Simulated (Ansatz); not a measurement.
A series in volume per atom on GaP

Results calculated with Ansatz 0.2.0, not measured. Plane-wave density functional theory, PAW datasets, Gaussian smearing 0.05 eV: Kohn-Sham gaps of one periodic cell over its k-point mesh and, where one was run, its band path; band edges are those on the mesh.

Cell of the first row (space group F-43m, No. 216):
```
GaP
1.0
      0.0000     2.6825     2.6825
      2.6825     0.0000     2.6825
      2.6825     2.6825     0.0000
Ga P
1 1
Direct
  0.00000 0.00000 0.00000
  0.75000 0.75000 0.75000
```

Settings of every row: paw set soft_2; functional PBEsol; spin treatment none; moment partition spheres; spin axis none; wave cutoff 420 eV; k mesh 10x10x10; SCF start atoms; lower state search light; symmetry use detected.

Atom first moment, atom hubbard u: 0 on all atoms.

Limits: semilocal functionals tend to give too small a gap.

Limits of some rows: a gap on the mesh alone may be smaller or close between its points (row 3, 5, 8).

| row | volume per atom (Å³) | direct gap (eV) | band gap (eV) |
| --- | --- | --- | --- |
| 1 | 19.303 | 2.136 | 1.397 |
| 2 | 19.705 | 1.965 | 1.435 |
| 3 | 20.107 | 1.798 | 1.47 |
| 4 | 20.258 | ? | ? |
| 5 | 20.369 | 1.692 | 1.492 |
| 6 | 20.443 | 1.663 | 1.498 |
| 7 | 20.509 | 1.637 | 1.503 |
| 8 | 20.677 | 1.571 | 1.516 |
| 9 | 20.911 | 1.48 | 1.48 |

Question: what direct gap should row 4 give?

Worked fit of direct gap. Take t = volume per atom − 20, in Å³. The shown rows have t = -0.697, -0.295, 0.107, 0.369, 0.443, 0.509, 0.677, 0.911. Least squares give direct gap = 1.8421 − 0.4112 × t + 0.0153 × t² eV; a straight line predicts inner rows, each left out in turn, worse (root mean square 0.0031 against 0.00038 eV). All shown rows lie on it to the printed digit. The withheld row has t = 0.258, so the fit gives 1.8421 − 0.4112 × (0.258) + 0.0153 × (0.258)² = 1.737 eV.

The calculation gave 1.737 eV. The fit meets it to the printed digit.

The other values of row 4: band gap 1.483 eV.
